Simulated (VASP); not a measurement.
A run of VASP 6.6.1 is set up as follows.

INCAR

```
SYSTEM = Ru
ALGO = Normal ; EDIFF = 1E-7
EDIFFG = -0.01 ; ENCUT = 600
GGA = PE ; IBRION = 2
ISIF = 4 ; ISMEAR = 1
IVDW = 12 ; LASPH = .TRUE.
LCHARG = .FALSE. ; LREAL = .FALSE.
LWAVE = .FALSE. ; NELM = 80
NSW = 40 ; PREC = Accurate
SIGMA = 0.1
```

Contents of KPOINTS:

```
k-points
0
G
  15 15 9
  0 0 0
```

POSCAR

```
Ru                                      
1.0
    2.6776460150     -0.0000000000      0.0000000000
   -1.3388230076      2.3189094714      0.0000000000
    0.0000000000      0.0000000000      4.2412561728
  Ru            
     2
Direct
     0.3333333332999970    0.6666666667000030    0.2500000000000000
     0.6666666667000030    0.3333333332999970    0.7500000000000000
```

Potentials or basis: VASP PAW PBE potentials, release 64 (Ru_pv).

Run with:

```sh
$ cat potpaw_PBE.64/Ru_pv/POTCAR > POTCAR
$ mpirun -np 1 vasp_std > vasp.out
```

Q: Predict the band gap on the k mesh.

A: None (metal or under the smearing width).

Q: Estimate the dispersion energy per atom.

A: -0.644 eV.

Q: Predict the energy gained by relaxing.

A: 0.0 meV/atom.

Final structure:
```
Ru
1.0
     2.67691    0.00000    0.00000
    -1.33845    2.31827    0.00000
     0.00000    0.00000    4.24360
Ru
2
Direct
  0.33333 0.66667 0.25000
  0.66667 0.33333 0.75000
```
